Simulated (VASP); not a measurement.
# Rh (Fm-3m) in VASP: settings compared, part 2 of 2

VASP 6.6.1. The steps go on from the part before.

### Step 3. Relaxation of cell and atoms, LDA

INCAR reads:

```
PREC = Accurate
ENCUT = 600
EDIFF = 1E-7
ISMEAR = 0
SIGMA = 0.1
LREAL = F
LASPH = T
NELM = 80
ALGO = Normal
ISIF = 3
LWAVE = F
LCHARG = F
IBRION = 2
NSW = 90
EDIFFG = -0.005
```

KPOINTS reads:

```
Automatic mesh
0
Gamma
  18 18 18
```

POSCAR reads:

```
Rh
1.0
    0.0000000000      1.9029860900      1.9029860900
    1.9029860900      0.0000000000      1.9029860900
    1.9029860900      1.9029860900      0.0000000000
Rh
1
Direct
    0.0000000000      0.0000000000      0.0000000000
```

Potentials or basis: VASP PAW LDA potentials, release 64 (Rh_pv).

The run is started by

```sh
$ cat potpaw_LDA.64/Rh_pv/POTCAR > POTCAR
$ mpirun -np 1 vasp_std > vasp.out
```

It took 48 s on 1 thread of AMD EPYC 9R45 (Zen 5), shared host; peak memory 0.14 GiB.

It converged, with:

```
Free energy                            : -8.6876 eV
Relaxed volume                         : 13.26 Å³/atom
Relaxed cell                           : a = 2.657 Å, b = 2.657 Å, c = 2.657 Å, α = 60.00°, β = 60.00°, γ = 60.00°
Space group after relaxing (to 0.05 Å) : Fm-3m (No. 225)
Energy gained by relaxing              : 19.1 meV/atom
Ionic steps                            : 4
Pressure after relaxing                : 0.0 GPa
Band gap on the k mesh                 : none (metal or under the smearing width)
```

The path:
| step | energy change (eV) | largest force (eV/Å) | pressure (GPa) | volume (Å³) |
| --- | --- | --- | --- | --- |
| 1 | 0.0000 | 0.0000 | -11.19 | 13.78 |
| 2 | 0.1384 | 0.0000 | 42.85 | 11.95 |
| 3 | -0.0190 | 0.0000 | -0.57 | 13.28 |
| 4 | -0.0191 | 0.0000 | -0.02 | 13.26 |

Final structure:
```xyz
1
Lattice="0.0000 1.8785 1.8785 1.8785 0.0000 1.8785 1.8785 1.8785 0.0000" Properties=species:S:1:pos:R:3 pbc="T T T"
Rh    0.0000    1.8785    1.8785
```

Levels at points of the mesh, in eV from the Fermi level:
```csv
k point,band 5,band 6,band 7,band 8,band 9,band 10
"(0.00, 0.00, 0.00)",-3.30,-3.30,-3.30,-1.05,-1.05,15.91
"(0.50, 0.00, 0.00)",-3.37,-3.37,0.61,0.61,0.65,8.96
"(0.50, 0.50, 0.00)",-6.33,0.59,1.05,1.05,3.24,12.71
```

### Step 4. Relaxation of cell and atoms, PBE

Edit INCAR of step 3 so:

```diff
@@ -12,2 +12,3 @@
 LCHARG = F
+GGA = PE
 IBRION = 2
```

KPOINTS is that of step 3.

POSCAR is that of step 3.

Potentials or basis: VASP PAW PBE potentials, release 64 (Rh_pv).

The run is started by

```sh
$ cat potpaw_PBE.64/Rh_pv/POTCAR > POTCAR
$ mpirun -np 1 vasp_std > vasp.out
```

OUTCAR:

```text
PREC = Accurate
   ENCUT = 600
   EDIFF = 1E-7
   ISMEAR = 0
   LREAL = F
   LASPH = T
   NELM = 80
   ISIF = 3
   GGA = PE
   IBRION = 2
   NSW = 90
   EDIFFG = -0.005

 ion  position               nearest neighbor table
   1  0.000  0.000  0.000-

  LATTYP: Found a face centered cubic cell.
 ALAT       =     3.8059721800

  Lattice vectors:

 A1 = (   0.0000000000,   1.9029860900,   1.9029860900)
 A2 = (   1.9029860900,   0.0000000000,   1.9029860900)
 A3 = (   1.9029860900,   1.9029860900,   0.0000000000)

Analysis of symmetry for initial positions (statically):
=====================================================================
 Subroutine PRICEL returns:
 Original cell was already a primitive cell.

 Routine SETGRP: Setting up the symmetry group for a
 face centered cubic supercell.

[... 286 lines left out ...]
 cond. band min:      11.5357787016   @ k =  -0.4444   0.3333   0.1667
 fundamental gap:      0.0081494373
 Fermi energy:        11.5278353504

 k-point     1 :       0.0000    0.0000    0.0000
  band No.  band energies     occupation
      1     -34.8241      2.00000
      2     -34.8241      2.00000
      3     -34.8241      2.00000
      4       3.7201      2.00000
      5       8.5425      2.00000
      6       8.5425      2.00000
      7       8.5425      2.00000
      8      10.5596      2.00000
      9      10.5596      2.00000
     10      27.5354      0.00000
     11      32.1075      0.00000
[... 309 lines left out ...]
 k-point    24 :      -0.2222    0.0556    0.0000
  band No.  band energies     occupation
      1     -35.1525      2.00000
      2     -34.8914      2.00000
      3     -34.8619      2.00000
      4       5.5297      2.00000
      5       8.2092      2.00000
      6       8.9223      2.00000
      7       8.9734      2.00000
      8      10.3777      2.00000
      9      11.0354      2.00000
     10      26.8385      0.00000
     11      29.1478      0.00000

 [... further k-points ...]
[... 5 lines left out ...]
  --------------------------------------------------------------------------------------
  -------------------------------------------------------------------------------------
  Total        0.0026240      0.0026240      0.0026240      0.0000000      0.0000000      0.0000000
  in kB        0.2994977      0.2994977      0.2994977      0.0000000      0.0000000      0.0000000
  external PRESSURE =       0.2994977 kB  Pullay stress =       0.0000000 kB
[... 16 lines left out ...]
  FREE ENERGIE OF THE ION-ELECTRON SYSTEM (eV)
  ---------------------------------------------------
  free  energy   TOTEN  =        -7.2614617511 eV

  energy  without entropy=       -7.2543041966  energy(sigma->0) =       -7.25788297

 reached required accuracy - stopping structural energy minimisation
```

It took 51 s on 1 thread of AMD EPYC 9R45 (Zen 5), shared host; peak memory 0.14 GiB.

What came out:

```yaml
Free_energy: -7.2615 eV
Relaxed_volume: 14.04 Å³/atom
Relaxed_cell: a = 2.708 Å, b = 2.708 Å, c = 2.708 Å, α = 60.00°, β = 60.00°, γ = 60.00°
Space_group_after_relaxing_to_0.05_Å: Fm-3m (No. 225)
Energy_gained_by_relaxing: 3.9 meV/atom
Ionic_steps: 4
Pressure_after_relaxing: 0.0 GPa
Band_gap_on_the_k_mesh: none (metal or under the smearing width)
```

The path:
```tsv
step	energy change (eV)	largest force (eV/Å)	pressure (GPa)	volume (Å³)
1	0.0000	0.0000	4.99	13.78
2	0.0162	0.0000	-9.93	14.66
3	-0.0039	0.0000	-0.07	14.04
4	-0.0039	0.0000	0.03	14.04
```

Final structure:
```xyz
1
Lattice="0.0000 1.9146 1.9146 1.9146 0.0000 1.9146 1.9146 1.9146 0.0000" Properties=species:S:1:pos:R:3 pbc="T T T"
Rh    0.0000    0.0000    0.0000
```

Levels at points of the mesh, in eV from the Fermi level:
```csv
k point,band 4,band 5,band 6,band 7,band 8,band 9,band 10,band 11
"(0.00, 0.00, 0.00)",-7.81,-2.99,-2.99,-2.99,-0.97,-0.97,16.01,20.58
"(0.50, 0.00, 0.00)",-5.95,-3.06,-3.06,0.54,0.54,0.75,8.43,15.50
"(0.50, 0.50, 0.00)",-6.12,-5.77,0.51,0.94,0.94,3.24,12.01,13.20
```

### Step 5. Relaxation of cell and atoms, PBE+D3(BJ)

Edit INCAR of step 4 so:

```diff
@@ -13,2 +13,3 @@
 GGA = PE
+IVDW = 12
 IBRION = 2
```

KPOINTS is that of step 4.

POSCAR is that of step 4.

The run is started by

```sh
$ cat potpaw_PBE.64/Rh_pv/POTCAR > POTCAR
$ mpirun -np 1 vasp_std > vasp.out
```

It took 44 s on 1 thread of AMD EPYC 9R45 (Zen 5), shared host; peak memory 0.15 GiB.

The run converged. Its results:

```
Free energy                            : -7.9045 eV
Relaxed volume                         : 13.64 Å³/atom
Relaxed cell                           : a = 2.682 Å, b = 2.682 Å, c = 2.682 Å, α = 60.00°, β = 60.00°, γ = 60.00°
Space group after relaxing (to 0.05 Å) : Fm-3m (No. 225)
Energy gained by relaxing              : 1.3 meV/atom
Ionic steps                            : 3
Pressure after relaxing                : 0.0 GPa
Band gap on the k mesh                 : none (metal or under the smearing width)
Dispersion energy per atom             : -0.653 eV
```

Step by step:
```
step  energy change (eV)  largest force (eV/Å)  pressure (GPa)  volume (Å³)
   1              0.0000                0.0000           -2.83        13.78
   2              0.0065                0.0000            7.59        13.30
   3             -0.0013                0.0000           -0.01        13.64
```

Final structure:
```
CELL_PARAMETERS angstrom
0.00000 1.89652 1.89652
1.89652 0.00000 1.89652
1.89652 1.89652 0.00000
ATOMIC_POSITIONS crystal
Rh 0.00000 0.00000 0.00000
```

Levels at points of the mesh, in eV from the Fermi level:
| k point | band 4 | band 5 | band 6 | band 7 | band 8 | band 9 | band 10 | band 11 |
| --- | --- | --- | --- | --- | --- | --- | --- | --- |
| (0.00, 0.00, 0.00) | -8.02 | -3.12 | -3.12 | -3.12 | -1.01 | -1.01 | 15.99 | 20.49 |
| (0.50, 0.00, 0.00) | -6.19 | -3.20 | -3.20 | 0.57 | 0.57 | 0.72 | 8.72 | 15.50 |
| (0.50, 0.50, 0.00) | -6.39 | -6.02 | 0.54 | 0.99 | 0.99 | 3.27 | 12.37 | 13.37 |

Caveat: pairwise dispersion overbinds metals, which lowers pressure and volume.

### Step 6. Summary

| level | potentials or basis | gap on the mesh (eV) | pressure (GPa) | relaxed volume (Å³/atom) |
| --- | --- | --- | --- | --- |
| PBEsol | VASP PAW PBE potentials, release 64 (Rh_pv) | none | 0.0 | 13.49 |
| LDA | VASP PAW LDA potentials, release 64 (Rh_pv) | none | 0.0 | 13.26 |
| PBE | VASP PAW PBE potentials, release 64 (Rh_pv) | none | 0.0 | 14.04 |
| PBE+D3(BJ) | VASP PAW PBE potentials, release 64 (Rh_pv) | none | 0.0 | 13.64 |

Alike in all rows: task relaxation of cell and atoms; no spin polarisation; cell relaxed; k mesh 18 × 18 × 18; cutoff (eV) 600; smearing gaussian 0.1 eV.

Caveats: the PAW data sets were made with another functional, which shifts forces and pressure a little (some runs); pairwise dispersion overbinds metals, which lowers pressure and volume (some runs).

Total energies depend on the potentials used, so only differences within one code and one set of settings carry meaning.
